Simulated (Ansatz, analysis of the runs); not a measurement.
# A defect in a wire: Cu wire along [110], 4 atoms a period, Al in place of one Cu, part 4 of 4

What does the defect do to the conductance?

Ansatz 0.2.0; DFT PBE, plane waves, PAW; relaxation of a wire's period (the session's first sound run).

So far. Step 3 (The perfect wire): At the computed energy nearest the Fermi level there are 4 channels a spin. Step 4 (Relaxing the junction): The largest force component on a free atom ends at 0.032 eV/Å, under the limit of 0.07. Al ends nearest to Cu at 2.46 Å, Cu at 2.46 Å, Cu at 2.48 Å, Cu at 2.56 Å and Cu at 2.58 Å. 9 atoms of the wire itself, hydrogen apart, moved by over 0.45 Å, up to 1.17 Å.

## Step 5: The open system

This step: DFT PBE, plane waves, PAW; transmission of a junction in a wire (Ansatz 0.2.0).

The cell is now read as a scatterer between two semi-infinite leads, named by two sites one period apart. The scattering states in its self-consistent potential are matched to the leads' states at each energy. One point across is taken, as for a wire in vacuum.

input.yaml reads:

```yaml
crystal:
  lattice:
    - [8.615, 0.0, 0.0]
    - [0.0, 10.65, 0.0]
    - [0.0, 0.0, 21.9077510763]
  atoms:
    - { symbol: Cu, position: [0.39319359, 0.442037373, -1.0e-10] }
    - { symbol: Cu, position: [0.598664463, 0.331705731, 0.0555555559] }
    - { symbol: Cu, position: [0.60680641, 0.557962627, 0.0555555559] }
    - { symbol: Cu, position: [0.401335537, 0.668294269, -1.0e-10] }
    - { symbol: Cu, position: [0.39319359, 0.442037373, 0.1111111109] }
    - { symbol: Cu, position: [0.598664463, 0.331705731, 0.1666666669] }
    - { symbol: Cu, position: [0.60680641, 0.557962627, 0.1666666669] }
    - { symbol: Cu, position: [0.401335537, 0.668294269, 0.1111111109] }
    - { symbol: Cu, position: [0.39319359, 0.442037373, 0.2222222219] }
    - { symbol: Cu, position: [0.598664463, 0.331705731, 0.2777777779] }
    - { symbol: Cu, position: [0.60680641, 0.557962627, 0.2777777779] }
    - { symbol: Cu, position: [0.401335537, 0.668294269, 0.2222222219] }
    - { symbol: Cu, position: [0.3896612373, 0.4781363074, 0.3329540891] }
    - { symbol: Cu, position: [0.5918077913, 0.3733460972, 0.3896768332] }
    - { symbol: Cu, position: [0.6460248198, 0.5975675047, 0.3915851931] }
    - { symbol: Cu, position: [0.434722266, 0.7034166276, 0.3378415551] }
    - { symbol: Cu, position: [0.416480022, 0.5324215019, 0.4450204475] }
    - { symbol: Cu, position: [0.6009573875, 0.4034312592, 0.5027296124] }
    - { symbol: Cu, position: [0.6494627342, 0.6276149953, 0.5044640257] }
    - { symbol: Al, position: [0.4840039875, 0.7679537727, 0.4437666769] }
    - { symbol: Cu, position: [0.430164365, 0.5404385348, 0.5651754309] }
    - { symbol: Cu, position: [0.6419053425, 0.4214029132, 0.6164868045] }
    - { symbol: Cu, position: [0.6530258002, 0.6485726733, 0.6177927361] }
    - { symbol: Cu, position: [0.4635157713, 0.765677748, 0.5568794288] }
    - { symbol: Cu, position: [0.39319359, 0.442037373, 0.6666666669] }
    - { symbol: Cu, position: [0.598664463, 0.331705731, 0.7222222219] }
    - { symbol: Cu, position: [0.60680641, 0.557962627, 0.7222222219] }
    - { symbol: Cu, position: [0.401335537, 0.668294269, 0.6666666669] }
    - { symbol: Cu, position: [0.39319359, 0.442037373, 0.7777777779] }
    - { symbol: Cu, position: [0.598664463, 0.331705731, 0.8333333329] }
    - { symbol: Cu, position: [0.60680641, 0.557962627, 0.8333333329] }
    - { symbol: Cu, position: [0.401335537, 0.668294269, 0.7777777779] }
    - { symbol: Cu, position: [0.39319359, 0.442037373, 0.8888888889] }
    - { symbol: Cu, position: [0.598664463, 0.331705731, 0.9444444444] }
    - { symbol: Cu, position: [0.60680641, 0.557962627, 0.9444444444] }
    - { symbol: Cu, position: [0.401335537, 0.668294269, 0.8888888889] }
kpoints:
  mp_grid: { grid: [1, 1, 4] }
scf:
  occupations: { method: fermi_dirac, width: 0.05 }
hamiltonian:
  xc: pbe
output:
  transmission:
    e_range: [-1.5, 1.5]
    de: 0.05
    kmesh: [1, 1]
    reduced_basis: true
    leads: [[32, 0]]
  dos: { projected: true, e_range: [-4, 3] }
  write_potential: true
  write_density: true
  volumetric_format: npy
  elf: true
basis:
  ecutwfc: "340 eV"
```

The run is started by

```console
ansatz run input.yaml --threads 4 --pin off --max-ram 16384MiB --backend cpu --events-out ev --progress --plain --runs-dir out
```

Numbers of over 12 decimals in the logs are rounded to 6 here.

Log:

```text
[...]
Crystal: 36 atoms, lattice volume = 2010.031 Å³
Basis set: ecut = 340 eV, 28597 PW (Γ)
Bands: 401, of which v1, the nominal top of the filled ones, is band 334 counted from 1 (333 counted from 0)
Symmetry: 1 space group operations
[...]
k-points: 3 of 4 (time reversal used)
[...]
SCF iter   1: F=—  HF=-232381.633039 eV  |F-HF|=—  |Δ(HF+E_count)|=         —  Δρ=3.07e-3  dr2=1.30e0  ethr=1.77e-3  ⟨swp⟩=7.0  Hψ=4709  notcnv=0  defer=108
[...]
SCF iter  13: F=-232381.559748 eV  HF=-232381.559748 eV  |F-HF|=1.69e-8  |Δ(HF+E_count)|=   1.29e-7  Δρ=2.32e-6  dr2=9.21e-8  ethr=1.50e-11  ⟨swp⟩=15.0  Hψ=4685  notcnv=0
SCF 1 converged in 13 iterations: F = -232381.559748 eV  dr2 = 9.21e-8
[...]
transmission: 7 of 40 steps passed
transmission: 11 of 40 steps passed
[...]
transmission: 40 of 40 steps passed
WARN: The output density's exchange-correlation potential varies sharply where the density is thin. Do not read a vacuum level from v_tot or v_xc, or from such a field of the output density. On a cell that repeats whose density bears no net charge and no dipole along the vacuum's axis use v_es (v_loc + v_h of the components); under efield.dipole_correction with no amplitude use v_es + v_field, which holds any externa [...]
SCF converged after 13 iterations
Free energy (F): -232381.559748 eV
[...]
Internal energy: -232381.426262 eV  (E = F + TS)
E sigma→0 (E₀):  -232381.493005 eV
Entropy (-TS):   -0.133486 eV (-3.708 meV/atom)
Fermi energy:    0.150457 eV
[...]
--- Band table (eV) ---
  k-point 0: bands = [... 330 lower, -0.2461, -0.2191, -0.0385, 0.1794, 0.2245, 0.3024, 0.3757, 0.4583, ... 63 higher]
  k-point 1: bands = [... 330 lower, -0.3415, -0.2388, 0.0053, 0.0642, 0.1903, 0.2887, 0.4746, 0.6467, ... 63 higher]
  k-point 2: bands = [... 330 lower, -0.4506, -0.1812, -0.1295, 0.0388, 0.2253, 0.4573, 0.5310, 0.6676, ... 63 higher]
--- Transmission ---
  basis      : 649 plane waves across, 40 finite elements along
  points     : 1, standing for a mesh of 1 x 1
[...]
crystal 0  : Cu4, at the sites [32, 0], period 2.4342 Å, over 14.61 Å; its Hamiltonian steps by up to 10.3 meV
[...]
channels       : 4.000000e0 a spin
[...]
junction   : crystal 0 to crystal 0, 0.61 to 20.08 Å
    transmission   : 2.816772e0 a spin
[...]
```

Elapsed: 9 min, on 4 threads of Arm Neoverse V2, shared host; peak memory 5.9 GiB; 35 min of CPU time.

Numbers from this step:

```
energy at zero smearing                                      : -232381.4930 eV
transmission at the energy nearest the Fermi level, one spin : 2.817
step of the lead's Hamiltonian                               : 10.3 meV
```

The transmission, one spin by energy, zero at the Fermi level:

energy (eV), transmission, one spin and a bar from the least value:
```
    -1.50       1.16 
    -1.40       1.94 ########
    -1.35       1.48 ###
    -1.25       1.93 ########
    -1.20       1.37 ##
    -1.10       1.57 ####
    -1.00       1.72 ######
    -0.95       1.74 ######
    -0.85       2.63 ###############
    -0.75       2.77 ################
    -0.70       2.79 #################
    -0.65       2.80 #################
    -0.60       2.79 #################
    -0.55       2.78 ################
    -0.45       2.71 ################
    -0.35       2.59 ###############
    -0.30       2.49 ##############
    -0.20       2.14 ##########
    -0.10       1.96 ########
    -0.05       2.46 #############
     0.00       2.82 #################
     0.05       2.94 ##################
     0.10       3.01 ###################
     0.20       3.10 ####################
     0.30       3.17 ####################
     0.35       3.20 #####################
     0.45       3.25 #####################
     0.55       3.31 ######################
     0.60       3.33 ######################
     0.70       3.37 ######################
     0.75       3.38 #######################
     0.85       3.39 #######################
     0.95       3.34 ######################
     1.00       3.25 #####################
     1.10       2.73 ################
     1.20       3.66 #########################
     1.25       3.97 #############################
     1.35       4.11 ##############################
     1.40       4.11 ##############################
     1.50       4.04 #############################
```

The open channels of the lead, one spin by energy, zero at the Fermi level:

```
energy (eV)  open channels of the lead, one spin
      -1.50                                    5
      -1.40                                    5
      -1.30                                    4
      -1.20                                    4
      -1.10                                    2
      -1.00                                    2
      -0.90                                    3
      -0.80                                    3
      -0.65                                    3
      -0.55                                    3
      -0.45                                    3
      -0.35                                    3
      -0.25                                    3
      -0.15                                    3
      -0.05                                    4
       0.00                                    4
       0.05                                    4
       0.15                                    4
       0.25                                    4
       0.35                                    4
       0.45                                    4
       0.55                                    4
       0.65                                    4
       0.80                                    4
       0.90                                    4
       1.00                                    4
       1.10                                    4
       1.20                                    5
       1.30                                    5
       1.40                                    5
       1.50                                    5
```

Projected DOS an atom over height of the atomic layer and energy from the Fermi level.  broadened by a Gaussian of 0.15 eV, since few k-points sample the long cell.

Values in states/eV, 12 rows by 16 columns, each cell a mean:
```
0.24 0.22 0.23 0.23 0.22 0.23 0.64 0.31 0.29 0.29 0.24 0.20 0.24 0.25 0.21 0.20
0.25 0.24 0.28 0.31 0.31 0.24 0.52 0.27 0.29 0.29 0.28 0.31 0.25 0.24 0.28 0.29
0.36 0.41 0.38 0.35 0.34 0.25 0.44 0.32 0.30 0.25 0.32 0.42 0.41 0.37 0.34 0.36
0.37 0.33 0.36 0.36 0.33 0.40 0.66 0.47 0.33 0.27 0.32 0.33 0.35 0.40 0.39 0.37
0.39 0.43 0.38 0.38 0.38 0.43 0.65 0.37 0.35 0.41 0.39 0.36 0.35 0.37 0.37 0.37
1.27 1.27 1.29 1.30 1.16 1.16 0.91 1.01 0.98 1.65 1.47 1.17 1.23 1.25 1.27 1.26
5.02 5.14 5.29 5.54 5.09 5.36 3.01 4.66 4.25 5.83 5.42 4.93 4.98 5.02 4.98 4.95
4.81 4.67 4.68 4.81 4.87 4.94 3.26 4.66 5.25 4.45 4.50 4.91 4.82 4.80 4.86 4.86
3.84 3.86 3.77 3.66 3.89 3.56 2.43 3.74 4.22 3.52 3.60 3.69 3.79 3.84 3.83 3.84
2.71 2.71 2.76 2.67 3.08 3.26 2.11 2.65 2.93 3.27 3.02 2.80 2.80 2.74 2.72 2.72
2.03 2.03 1.95 1.90 1.96 1.99 1.44 2.03 2.21 1.85 2.16 2.16 2.02 2.03 2.03 2.04
1.70 1.68 1.63 1.58 1.44 1.25 1.08 1.62 1.57 1.13 1.32 1.66 1.72 1.73 1.72 1.72
```
Columns: height of the atomic layer (Å) from 1.22 to 21.9 (not evenly spaced); rows upwards: energy from the Fermi level (eV) from -3.98 to 1.47.

ELF in the ca plane at fractional y = 0.766, with atoms of Al and Cu within 0.2 Å of it. It is the smooth field of the valence electrons, not physical close to the nuclei.

Ten even steps from '0' (0.00) to '9' (0.76), each cell a mean:
```
00000000000000000000000000000000000000000000
00000000000000000000000000000000000000000000
00000000000000000000000000000000000000000000
00000000000000000000111111111111111110000000
00000000000000000011111222211111111111100000
00000000000000000111222333222222211111110000
00000000000000011112234444322232222111111000
11111111111111111122345665433333222222211111
11111111111111112223567777643333322222211111
12222222222222222224687557763222233332222222
22222222222222222223795114863233223332222222
22211223221223222223694462862497323322222221
32211123221123222222696224962498323221123221
33211123221123322222599658962243223221123221
33211123221123321222589988853222223211123221
33211123221122321112468876542212222211123211
22111122211112221112345544322111222111122211
11111111111111111111122221111111111111111111
11000011100000000000011000000000000000001000
00000000000000000000000000000000000000000000
00000000000000000000000000000000000000000000
00000000000000000000000000000000000000000000
00000000000000000000000000000000000000000000
```
Columns run along c (16.0 Å, from fractional 0.05 to 0.78 of the cell), rows up along a (8.6 Å). Atoms in or near the plane, at fractional coordinates: Al at (0.44, 0.48), Cu at (0.56, 0.46).

Electrostatic potential energy in the ca plane at fractional y = 0.766, with atoms of Al and Cu within 0.2 Å of it. With pseudopotentials it is smooth inside the atoms' cores, unlike the true potential.

Values in eV, 12 rows by 16 columns, each cell a mean:
```
  5   5   5   5   5   5   5   5   5   5   5   4   4   4   4   5
  5   5   5   5   5   5   5   5   5   5   4   4   4   4   5   5
  5   5   5   5   5   5   5   4   4   4   4   4   3   4   5   5
  5   5   5   5   5   5   5   4   3   3   4   4   2   3   5   5
  5   4   5   5   5   4   4   2  -4  -1   2   1   2   4   5   5
  4   3   4   4   4   2  -3  -2 -12  -9  -7 -12   1   3   4   4
  2  -1   2   0   1  -2 -15  -5 -12 -10 -11 -15  -1  -1   2   1
  2  -1   2   0   0   0  -8   0  -6  -2  -3  -7   1  -1   2   0
  3   2   3   3   3   3   3   4   3   4   4   3   3   2   3   3
  4   4   4   4   4   4   4   4   4   4   4   4   4   4   4   4
  4   4   4   4   4   5   5   5   5   5   5   5   4   4   4   4
  4   4   4   5   5   5   5   5   5   5   5   5   4   4   4   4
```
Columns run along c (16.0 Å, from fractional 0.05 to 0.78 of the cell; values clipped at the 3rd and 97th percentile), rows up along a (8.6 Å). Atoms in or near the plane, at fractional coordinates: Al at (0.44, 0.48), Cu at (0.56, 0.46).

Valence density in the ca plane at fractional y = 0.766, with atoms of Al and Cu within 0.2 Å of it. It is the smooth field of the valence electrons, not physical close to the nuclei.

Ten steps, logarithmic in the rise over the least value, from '0' (0 e/Å³) to '9' (38 e/Å³), each cell a mean:
```
00000000000000000000000000000000000000000000
00000000000000000000000000000000000000000000
00000000000000000000000000000000000000000000
00000000000000000000000000000000000000000000
00000000000000000000000000000000000000000000
00000000000000000000000000000000000000000000
00000000000000000000000000000000000000000000
00000000000000000000000000000000000000000000
00000000000000000000000000000000000000000000
00000000000000000000000000000111100000000000
00000000000000000110000000111355210000000000
00000000000000001221110000112699410000000000
00000000000000012431110000112699510000000000
00001000001100012331100000001465210001000001
00000000000000001110000000000121100000000000
00000000000000000000000000000000000000000000
00000000000000000000000000000000000000000000
00000000000000000000000000000000000000000000
00000000000000000000000000000000000000000000
00000000000000000000000000000000000000000000
00000000000000000000000000000000000000000000
00000000000000000000000000000000000000000000
00000000000000000000000000000000000000000000
```
Columns run along c (16.0 Å, from fractional 0.05 to 0.78 of the cell), rows up along a (8.6 Å). Atoms in or near the plane, at fractional coordinates: Al at (0.44, 0.48), Cu at (0.56, 0.46).

The transmission at the computed energy nearest the Fermi level is 2.82, with 4 channels a spin open in the lead. The lead's Hamiltonian steps by 10.3 meV, which the program lets pass, though it counts in the error estimate.

## Step 6: Conductance and thermopower from T(E)

This step: Landauer integrals over the computed T(E), interpolated linearly between its energies (analysis of the runs above).

Conductance and thermopower are moments of T(E) over the thermal window; sliding the window along E stands for a gate that leaves T(E) rigid.

Numbers from this step:

* conductance at 300 K, interpolated from T(E): 2.724 G₀
* thermopower at 300 K: -12.52 μV/K
* Lorenz number over L0: 0.9491

T(E) held rigid; rough near sharp steps of T(E). Conductance at 300 K against shift of the leads' level:

```
shift of the leads' level (eV)  conductance at 300 K (G₀)
                        -1.150                       1.51
                        -1.050                       1.65
                        -1.000                       1.75
                        -0.900                       2.31
                        -0.850                       2.57
                        -0.750                       2.75
                        -0.650                       2.79
                        -0.600                       2.79
                        -0.500                       2.75
                        -0.450                       2.71
                        -0.350                       2.58
                        -0.300                       2.47
                        -0.200                       2.16
                        -0.100                       2.14
                        -0.050                       2.43
                         0.050                       2.90
                         0.100                       2.99
                         0.200                       3.10
                         0.300                       3.17
                         0.350                       3.20
                         0.450                       3.25
                         0.500                       3.28
                         0.600                       3.33
                         0.650                       3.35
                         0.750                       3.38
                         0.850                       3.39
                         0.900                       3.36
                         1.000                       3.20
                         1.050                       3.03
                         1.150                       3.12
```

T(E) held rigid; rough near sharp steps of T(E). Table of thermopower at 300 K by shift of the leads' level:

```
shift of the leads' level (eV)  thermopower at 300 K (μV/K)
                        -1.150                        -1.99
                        -1.050                        -7.79
                        -1.000                        -11.8
                        -0.900                        -20.1
                        -0.850                        -10.6
                        -0.750                        -2.41
                        -0.650                       -0.135
                        -0.600                        0.535
                        -0.500                         1.73
                        -0.450                         2.50
                        -0.350                         5.30
                        -0.300                         7.54
                        -0.200                         8.90
                        -0.100                        -12.8
                        -0.050                        -18.0
                         0.050                        -6.67
                         0.100                        -3.74
                         0.200                        -1.93
                         0.300                        -1.47
                         0.350                        -1.36
                         0.450                        -1.21
                         0.500                        -1.14
                         0.600                       -0.974
                         0.650                       -0.854
                         0.750                       -0.460
                         0.850                        0.506
                         0.900                         1.60
                         1.000                         6.29
                         1.050                         6.77
                         1.150                        -14.5
```

The two levels move by half the bias each and T(E) is held rigid. Table of current from the zero-bias T(E) by bias:

```
bias (V)  current from the zero-bias T(E) (μA)
   0.000                                     0
   0.100                                  20.9
   0.200                                  41.2
   0.300                                  61.0
   0.400                                  81.0
   0.500                                   102
   0.600                                   123
   0.700                                   145
   0.800                                   168
   0.900                                   191
   1.000                                   214
   1.100                                   238
   1.200                                   261
   1.300                                   285
   1.400                                   309
   1.500                                   332
   1.600                                   356
   1.700                                   380
   1.800                                   402
   1.900                                   423
   2.000                                   443
```

By hand, Mott's formula: S = −(π²k²T/3e) d ln T/dE, and π²k²T/3e = 7.33 μV/K × eV at 300 K. The computed T is 2.46 at -0.050 eV and 2.94 at +0.050 eV, so d ln T/dE ≈ 1.77 per eV and S ≈ -13.0 μV/K, against -12.5 from the integrals.

The thermopower is -12.5 μV/K. The Lorenz ratio is 0.95, where the Wiedemann-Franz law gives 1. Moving the level by up to 0.1 eV either way gives -18 to -3.7 μV/K.

## Step 7: Summary of results

```yaml
conductance_al_in_place_of_one_cu: 2.72 G₀
thermopower_al_in_place_of_one_cu: -12.5 μV/K
```

What this shows: Summed over the computed window, 73 % of the lead's open channels pass the defect; the conductance at 300 K is 2.72 G₀. The energy step of 0.05 eV was too wide for the program's own thermal average, so the values at 300 K come from a linear interpolation of T(E) and are rough where T(E) is steep. Transport is coherent and elastic here: the atoms are frozen, so scattering by vibrations plays no part. With Al in place of one Cu several atoms of the wire itself moved far in the relaxation, so the changed stretch between the held leads may scatter as well as the defect. The free region is short: held atoms still bear up to 0.5 eV/Å after a relaxation. A cutoff under the files' recommended one was taken to save time; its effect on T(E) was not tested here.

[Logs are printed without paths, hosts, clocks, repeated set-up lines and the standing remarks that a program may print on its own settings, such as how far it seeks lower states.]

[Hosts, paths, dates, database ids (printed as entryN), source tags and the programs' standing remarks are cut or masked in the printed files.]
